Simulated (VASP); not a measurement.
# Li (Im-3m) in VASP: further runs, part 2 of 2

VASP 6.6.1. The steps go on from the part before.

### Step 3. Band structure, LDA

Input file INCAR:

```
SYSTEM = Li
PREC = Accurate ; ENCUT = 400
EDIFF = 1E-6 ; ISMEAR = 0
SIGMA = 0.1 ; LREAL = .False.
LASPH = .True. ; NELM = 80
ALGO = Normal ; ISIF = 2
LWAVE = .False. ; LCHARG = .False.
GGA = CA ; NBANDS = 10
```

Input file Li.cif:

```cif
data_Li
_cell_length_a 3.50930000
_cell_length_b 3.50930000
_cell_length_c 3.50930000
_cell_angle_alpha 90.00000000
_cell_angle_beta 90.00000000
_cell_angle_gamma 90.00000000
_space_group_name_H-M_alt 'Im-3m'
_space_group_name_Hall '-I 4 2 3'
_space_group_IT_number 229
loop_
_space_group_symop_operation_xyz
'x,y,z'
'-x,-y,-z'
'-y,x,z'
'y,-x,-z'
'-x,-y,z'
'x,y,-z'
'y,-x,z'
'-y,x,-z'
'x,-y,-z'
'-x,y,z'
'-y,-x,-z'
'y,x,z'
'-x,y,-z'
'x,-y,z'
'y,x,-z'
'-y,-x,z'
'z,x,y'
'-z,-x,-y'
'z,-y,x'
'-z,y,-x'
'z,-x,-y'
'-z,x,y'
'z,y,-x'
'-z,-y,x'
'-z,x,-y'
'z,-x,y'
'-z,-y,-x'
'z,y,x'
'-z,-x,y'
'z,x,-y'
'-z,y,x'
'z,-y,-x'
'y,z,x'
'-y,-z,-x'
'x,z,-y'
'-x,-z,y'
'-y,z,-x'
'y,-z,x'
'-x,z,y'
'x,-z,-y'
'-y,-z,x'
'y,z,-x'
'-x,-z,-y'
'x,z,y'
'y,-z,-x'
'-y,z,x'
'x,-z,y'
'-x,z,-y'
'x+1/2,y+1/2,z+1/2'
'-x+1/2,-y+1/2,-z+1/2'
'-y+1/2,x+1/2,z+1/2'
'y+1/2,-x+1/2,-z+1/2'
'-x+1/2,-y+1/2,z+1/2'
'x+1/2,y+1/2,-z+1/2'
'y+1/2,-x+1/2,z+1/2'
'-y+1/2,x+1/2,-z+1/2'
'x+1/2,-y+1/2,-z+1/2'
'-x+1/2,y+1/2,z+1/2'
'-y+1/2,-x+1/2,-z+1/2'
'y+1/2,x+1/2,z+1/2'
'-x+1/2,y+1/2,-z+1/2'
'x+1/2,-y+1/2,z+1/2'
'y+1/2,x+1/2,-z+1/2'
'-y+1/2,-x+1/2,z+1/2'
'z+1/2,x+1/2,y+1/2'
'-z+1/2,-x+1/2,-y+1/2'
'z+1/2,-y+1/2,x+1/2'
'-z+1/2,y+1/2,-x+1/2'
'z+1/2,-x+1/2,-y+1/2'
'-z+1/2,x+1/2,y+1/2'
'z+1/2,y+1/2,-x+1/2'
'-z+1/2,-y+1/2,x+1/2'
'-z+1/2,x+1/2,-y+1/2'
'z+1/2,-x+1/2,y+1/2'
'-z+1/2,-y+1/2,-x+1/2'
'z+1/2,y+1/2,x+1/2'
'-z+1/2,-x+1/2,y+1/2'
'z+1/2,x+1/2,-y+1/2'
'-z+1/2,y+1/2,x+1/2'
'z+1/2,-y+1/2,-x+1/2'
'y+1/2,z+1/2,x+1/2'
'-y+1/2,-z+1/2,-x+1/2'
'x+1/2,z+1/2,-y+1/2'
'-x+1/2,-z+1/2,y+1/2'
'-y+1/2,z+1/2,-x+1/2'
'y+1/2,-z+1/2,x+1/2'
'-x+1/2,z+1/2,y+1/2'
'x+1/2,-z+1/2,-y+1/2'
'-y+1/2,-z+1/2,x+1/2'
'y+1/2,z+1/2,-x+1/2'
'-x+1/2,-z+1/2,-y+1/2'
'x+1/2,z+1/2,y+1/2'
'y+1/2,-z+1/2,-x+1/2'
'-y+1/2,z+1/2,x+1/2'
'x+1/2,-z+1/2,y+1/2'
'-x+1/2,z+1/2,-y+1/2'
loop_
_atom_site_label
_atom_site_type_symbol
_atom_site_symmetry_multiplicity
_atom_site_Wyckoff_symbol
_atom_site_fract_x
_atom_site_fract_y
_atom_site_fract_z
_atom_site_occupancy
Li1 Li 2 a 0.0000000000 0.0000000000 0.0000000000 1
```

Input file KPOINTS:

```
Automatic mesh
0
Gamma
  8 8 8
  0 0 0
```

Input file POSCAR:

```
Li
 1.0000000000000000
     3.5093000000000001    0.0000000000000000    0.0000000000000000
     0.0000000000000000    3.5093000000000001    0.0000000000000000
     0.0000000000000000    0.0000000000000000    3.5093000000000001
 Li 
   2
Cartesian
  0.0000000000000000  0.0000000000000000  0.0000000000000000
  1.7546500000000000  1.7546500000000000  1.7546500000000000
```

Input file KPOINTS_OPT:

```
path GXMGRX,MR
15
line-mode
reciprocal
 0.0000000000  0.0000000000  0.0000000000  G
 0.0000000000  0.5000000000  0.0000000000  X

 0.0000000000  0.5000000000  0.0000000000  X
 0.5000000000  0.5000000000  0.0000000000  M

 0.5000000000  0.5000000000  0.0000000000  M
 0.0000000000  0.0000000000  0.0000000000  G

 0.0000000000  0.0000000000  0.0000000000  G
 0.5000000000  0.5000000000  0.5000000000  R

 0.5000000000  0.5000000000  0.5000000000  R
 0.0000000000  0.5000000000  0.0000000000  X

 0.5000000000  0.5000000000  0.0000000000  M
 0.5000000000  0.5000000000  0.5000000000  R
```

Potentials or basis: VASP PAW LDA potentials, release 54 (Li_sv).

On the command line:

```console
$ ase convert -i cif -o vasp Li.cif POSCAR
$ cat potpaw_LDA.54/Li_sv/POTCAR > POTCAR
$ mpirun -np 1 vasp_std > vasp.out
```

OUTCAR:

```text
SYSTEM = Li
   PREC = Accurate
   ENCUT = 400
   EDIFF = 1E-6
   ISMEAR = 0
   LREAL = .False.
   LASPH = .True.
   NELM = 80
   ISIF = 2
   GGA = CA

 ion  position               nearest neighbor table
   1  0.000  0.000  0.000-
   2  0.500  0.500  0.500-

  LATTYP: Found a simple cubic cell.
 ALAT       =     3.5093000000

  Lattice vectors:

 A1 = (   3.5093000000,   0.0000000000,   0.0000000000)
 A2 = (   0.0000000000,   3.5093000000,   0.0000000000)
 A3 = (   0.0000000000,   0.0000000000,   3.5093000000)

Analysis of symmetry for initial positions (statically):
[... 505 lines left out ...]
      5       4.2360      0.00000
      6       4.2360      0.00000
      7       8.9425      0.00000
      8       8.9425      0.00000
      9      10.7751      0.00000
     10      10.7751      0.00000

 [... further k-points ...]
[... 5 lines left out ...]
  --------------------------------------------------------------------------------------
  -------------------------------------------------------------------------------------
  Total       -1.3140500     -1.3140500     -1.3140500     -0.0000000      0.0000000     -0.0000000
  in kB      -48.7148056    -48.7148056    -48.7148056     -0.0000000      0.0000000     -0.0000000
  external PRESSURE =     -48.7148056 kB  Pullay stress =       0.0000000 kB

 VOLUME and BASIS-vectors are now :
 -----------------------------------------------------------------------------
  energy-cutoff  :      400.00
  volume of cell :       43.22
      direct lattice vectors                 reciprocal lattice vectors
     3.509300000  0.000000000  0.000000000     0.284957114  0.000000000  0.000000000
     0.000000000  3.509300000  0.000000000     0.000000000  0.284957114  0.000000000
     0.000000000  0.000000000  3.509300000     0.000000000  0.000000000  0.284957114

 POSITION                                       TOTAL-FORCE (eV/Angst)
 -----------------------------------------------------------------------------------
      0.00000      0.00000      0.00000         0.000000      0.000000     -0.000000
      1.75465      1.75465      1.75465        -0.000000     -0.000000      0.000000
 -----------------------------------------------------------------------------------
    total drift:                                0.000000      0.000000     -0.000000

  FREE ENERGIE OF THE ION-ELECTRON SYSTEM (eV)
  ---------------------------------------------------
  free  energy   TOTEN  =        -4.0878502919 eV

  energy  without entropy=       -4.0810922875  energy(sigma->0) =       -4.08447129
```

OSZICAR:

```text
N       E                     dE             d eps       ncg     rms          rms(c)
DAV:   1     0.101712750654E+02    0.10171E+02   -0.22122E+03   700   0.449E+02
DAV:   2    -0.258374245565E+01   -0.12755E+02   -0.12451E+02   898   0.904E+01
[... 23 lines left out ...]
DAV:   6    -0.638792312312E+04   -0.10158E-03      872
DAV:   7    -0.638792312482E+04   -0.17040E-05      806
DAV:   8    -0.638792312493E+04   -0.11348E-06      544
       N       E                     dE             ncg
DAV:   1    -0.105991742938E+03   -0.71799E+04      400
DAV:   2    -0.320041481403E+03   -0.21405E+03      556
DAV:   3    -0.344794854386E+03   -0.24753E+02      630
DAV:   4    -0.344990948220E+03   -0.19609E+00      498
DAV:   5    -0.344993127696E+03   -0.21795E-02      444
DAV:   6    -0.344993172051E+03   -0.44355E-04      516
DAV:   7    -0.344993172921E+03   -0.87025E-06      366
```

Wall time 18 s (1 thread of Intel Xeon Platinum 8488C (Sapphire Rapids), shared host); peak memory 0.13 GiB.

The run converged, but a check on its numbers failed (symmetry, net force, bounds or a known fault of this set-up), so they aren't taken as properties of the crystal.

Caveat: the cutoff lies under the usual one of these potentials, so the numbers hold a large basis-set error.

### Step 4. Band structure, rev-vdW-DF2

Input file INCAR:

```
PREC = Accurate
ENCUT = 700
EDIFF = 1E-6
ISMEAR = 1
SIGMA = 0.1
LREAL = F
LASPH = T
NELM = 100
ALGO = Fast
ISIF = 2
LWAVE = F
LCHARG = F
GGA = MK
LUSE_VDW = T
AGGAC = 0.0
PARAM1 = 0.1234
PARAM2 = 0.711357
ZAB_VDW = -1.8867
```

Li.cif is that of step 3.

Input file KPOINTS:

```
regular mesh
0
Gamma
  8 8 8
```

POSCAR is that of step 3.

KPOINTS_OPT is that of step 3.

Potentials or basis: VASP PAW PBE potentials, release 54 (Li).

On the command line:

```console
$ ase convert -i cif -o vasp Li.cif POSCAR
$ cat potpaw_PBE.54/Li/POTCAR > POTCAR
$ mpirun -np 1 vasp_std > vasp.out
```

It took 21 s on 1 thread of Intel Xeon 6975P-C (Granite Rapids), shared host; peak memory 0.34 GiB.

It converged, with:

| Item | Value |
| --- | --- |
| Free energy | -3.2046 eV |
| Pressure | -0.8 GPa |
| Band gap along the path | none (metal or under the smearing width) |

Levels at the corners of the path, in eV from the Fermi level:
| point | band 1 | band 2 | band 3 | band 4 |
| --- | --- | --- | --- | --- |
| Γ | -3.52 | 5.27 | 5.27 | 5.27 |
| X | -1.16 | -1.16 | 8.17 | 8.17 |
| X | -1.16 | -1.16 | 8.17 | 8.17 |
| M | 0.22 | 0.22 | 3.02 | 3.02 |
| M | 0.22 | 0.22 | 3.02 | 3.02 |
| Γ | -3.52 | 5.27 | 5.27 | 5.27 |
| Γ | -3.52 | 5.27 | 5.27 | 5.27 |
| R | 3.23 | 3.23 | 3.23 | 3.23 |
| R | 3.23 | 3.23 | 3.23 | 3.23 |
| X | -1.16 | -1.16 | 8.17 | 8.17 |
| M | 0.22 | 0.22 | 3.02 | 3.02 |
| R | 3.23 | 3.23 | 3.23 | 3.23 |

Caveat: the PAW data sets were made with another functional, which shifts forces and pressure a little.

### Step 5. Electric field gradients, B3LYP+D2 (cell strained at random at fixed volume)

Input file POSCAR:

```
Li
1.0
   -1.7663410000      1.8508050000      1.7477510000
    1.7484850000     -1.8106890000      1.6897790000
    1.7251970000      1.7695460000     -1.7076350000
Li
1
Cartesian
    0.0000000000      0.0000000000      0.0000000000
```

Input file INCAR.step1:

```
PREC = Accurate ; ENCUT = 520
ISMEAR = 1 ; SIGMA = 0.1
LREAL = F ; LASPH = T
NELM = 60 ; ALGO = Normal
ISIF = 2 ; LWAVE = T
LCHARG = F ; GGA = PE
EDIFF = 1E-5
```

Input file INCAR.step2:

```
PREC = Accurate ; ENCUT = 520
EDIFF = 1E-8 ; ISMEAR = 1
SIGMA = 0.1 ; LREAL = F
LASPH = T ; NELM = 60
ALGO = Normal ; ISIF = 2
LWAVE = F ; LCHARG = F
GGA = B3 ; LHFCALC = T
AEXX = 0.2 ; AGGAX = 0.72
AGGAC = 0.81 ; ALDAC = 0.19
PRECFOCK = Normal ; HFRCUT = -1
IVDW = 1 ; LEFG = T
ISTART = 1
```

Input file KPOINTS:

```
Automatic mesh
0
Gamma
  6 6 6
```

Potentials or basis: VASP PAW PBE potentials, release 64 (Li_sv).

On the command line:

```console
$ cat potpaw_PBE.64/Li_sv/POTCAR > POTCAR
$ cp INCAR.step1 INCAR
$ mpirun -np 1 vasp_std > vasp.out
$ cp INCAR.step2 INCAR
$ mpirun -np 1 vasp_std > vasp.out
```

OUTCAR:

```text
PREC = Accurate
   ENCUT = 520
   EDIFF = 1E-8
   ISMEAR = 1
   LREAL = F
   LASPH = T
   NELM = 60
   ISIF = 2
   GGA = B3
   LHFCALC = T
   AEXX = 0.2
   PRECFOCK = Normal
   IVDW = 1
   ISTART = 1
  IVDW =   1

 ion  position               nearest neighbor table
   1  0.000  0.000  0.000-

  LATTYP: Found a triclinic cell.
[... 423 lines left out ...]
 -----------------------------------------------------------------------------------
    total drift:                               -0.000000      0.000000      0.000000

  FREE ENERGIE OF THE ION-ELECTRON SYSTEM (eV)
  ---------------------------------------------------
  free  energy   TOTEN  =        -1.9259593580 eV

  energy  without entropy=       -1.9262341267  energy(sigma->0) =       -1.92605095

 Electric field gradients (V/A^2)
---------------------------------------------------------------------
 ion       V_xx      V_yy      V_zz      V_xy      V_xz      V_yz
---------------------------------------------------------------------
   1       0.115    -0.287     0.172     0.468    -0.081    -0.397
---------------------------------------------------------------------

 Electric field gradients after diagonalization (V/A^2)
 (convention: |V_zz| > |V_xx| > |V_yy|)
----------------------------------------------------------------------
 ion       V_xx      V_yy      V_zz     asymmetry (V_yy - V_xx)/ V_zz
----------------------------------------------------------------------
   1       0.632     0.067    -0.699       0.809
----------------------------------------------------------------------

           NMR quadrupolar parameters

 Cq : quadrupolar parameter    Cq=e*Q*V_zz/h
 eta: asymmetry parameters     (V_yy - V_xx)/ V_zz
 Q  : nuclear electric quadrupole moment in mb (millibarn)
----------------------------------------------------------------------
 ion       Cq(MHz)       eta       Q (mb)
----------------------------------------------------------------------
   1      -0.002       0.809       1.000
----------------------------------------------------------------------
```

It took 9.3 min on 1 thread of Intel Xeon Platinum 8488C (Sapphire Rapids), shared host; peak memory 0.14 GiB.

Results:

- Free energy: -1.9260 eV
- Band gap on the k mesh: none (metal or under the smearing width)
- Dispersion energy per atom: -0.136 eV

Electric field gradients, principal values (V/Å²):
| atom | Vxx | Vyy | Vzz |
| --- | --- | --- | --- |
| 1 Li | 0.067 | 0.632 | -0.699 |

Caveat: the k mesh is coarse (spacing up to 0.43 Å⁻¹), so the values aren't converged, least of all with exact exchange; the cutoff is under 1.25 times the usual one of these potentials, so pressure, stress and relaxed cells hold a basis-set (Pulay) error; atom-pairwise D2, TS and ULG terms overbind metals; the PAW data sets were made with another functional, which shifts forces and pressure a little; pairwise dispersion overbinds metals, which lowers pressure and volume.
